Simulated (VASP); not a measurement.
Input of a VASP 6.6.1 run:

run.py

```python
from ase.calculators.vasp import Vasp
from ase.io import read
from ase.optimize import FIRE

atoms = read('Pd.xyz')
calc = Vasp(
    directory='calc',
    xc='r2scan',
    pp='PBE',
    setups='recommended',
    pp_version='54',
    prec='Accurate',
    encut=520,
    ediff=1e-06,
    ismear=-1,
    sigma=0.05,
    lreal=False,
    lasph=True,
    nelm=80,
    algo='Normal',
    isif=2,
    lwave=True,
    lcharg=False,
    lmixtau=True,
    ivdw=13,
    vdw_s6=1.0,
    vdw_s8=0.6018749,
    vdw_a1=0.51559235,
    vdw_a2=5.77342911,
    kpts=[12, 12, 12],
    gamma=True,
)
atoms.calc = calc
opt = FIRE(atoms, trajectory='relax.traj')
converged = opt.run(fmax=0.005, steps=40)
print('converged:', converged)

print('energy (eV):', atoms.get_potential_energy())
print('free energy (eV):', atoms.get_potential_energy(force_consistent=True))
print('forces (eV/A):')
print(atoms.get_forces())
print('stress (eV/A^3, Voigt):', atoms.get_stress())
print('Fermi level (eV):', calc.get_fermi_level())
print('cell (A, degrees):', atoms.cell.cellpar())
print('volume (A^3):', atoms.get_volume())
print('scaled positions:')
print(atoms.get_scaled_positions())
```

The input Pd.xyz:

```xyz
1
Lattice="-0.0111260000 1.9552170000 1.9418620000 1.9710740000 0.0063410000 1.9243950000 1.9644410000 1.9311180000 0.0129730000" Properties=species:S:1:pos:R:3 pbc="T T T"
Pd    -0.0395763409      0.0407691660      0.0135599757
```

Potentials or basis: VASP PAW PBE potentials, release 54 (Pd).

Launch:

```bash
$ python run.py
```

Q: What does it give for the dispersion energy per atom?

A: -0.169 eV.

Q: Estimate the band gap on the k mesh.

A: None (metal or under the smearing width).

Final structure:
```cif
data_structure
_symmetry_space_group_name_H-M 'P 1'
_symmetry_Int_Tables_number 1
_cell_length_a 2.7557
_cell_length_b 2.7547
_cell_length_c 2.7547
_cell_angle_alpha 58.992
_cell_angle_beta 60.143
_cell_angle_gamma 60.593
_cell_volume 14.75
loop_
_atom_site_label
_atom_site_type_symbol
_atom_site_fract_x
_atom_site_fract_y
_atom_site_fract_z
_atom_site_occupancy
Pd1 Pd 0.02384 0.98301 0.99703 1
```

Caveat: the relaxation stopped at its first step, so nothing moved; the PAW data sets were made with another functional, which shifts forces and pressure a little.
